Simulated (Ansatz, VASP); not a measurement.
# Si2Ni: VASP beside Ansatz

```
Ni Si
1.0
     0.00000    2.70300    2.70300
     2.70300    0.00000    2.70300
     2.70300    2.70300    0.00000
Ni Si
1 2
Direct
  0.00000 0.00000 0.00000
  0.75000 0.75000 0.75000
  0.25000 0.25000 0.25000
```

Alike in both runs: functional PBE; k mesh 5 × 5 × 5; occupations fermi-dirac, width 0.05 eV; collinear spin.

|  | VASP | Ansatz |
| --- | --- | --- |
| version | VASP 6.6.1 | Ansatz 0.2.0 |
| potentials or method | VASP PAW PBE potentials, release 64 (Ni, Si) | Ansatz PAW |
| plane-wave cutoff (eV) | 520 | 420 |
| valence electrons in the cell | 18 | 26 |
| task | single point | band structure |

```csv
,VASP,Ansatz,Ansatz less VASP
gap on the k mesh at the Fermi level (eV),none,none,-
pressure (GPa),3.7,3.8,+0.17
net moment per atom (μB),0.00,0.00,0.000
```

A gap of «none» marks a metal or a gap that the smearing closes. The two sets of potentials don't hold the same shells in valence.

Caveats: the k mesh is coarse (spacing up to 0.40 Å⁻¹), so the values aren't converged; the starting moments weren't kept (Ansatz).
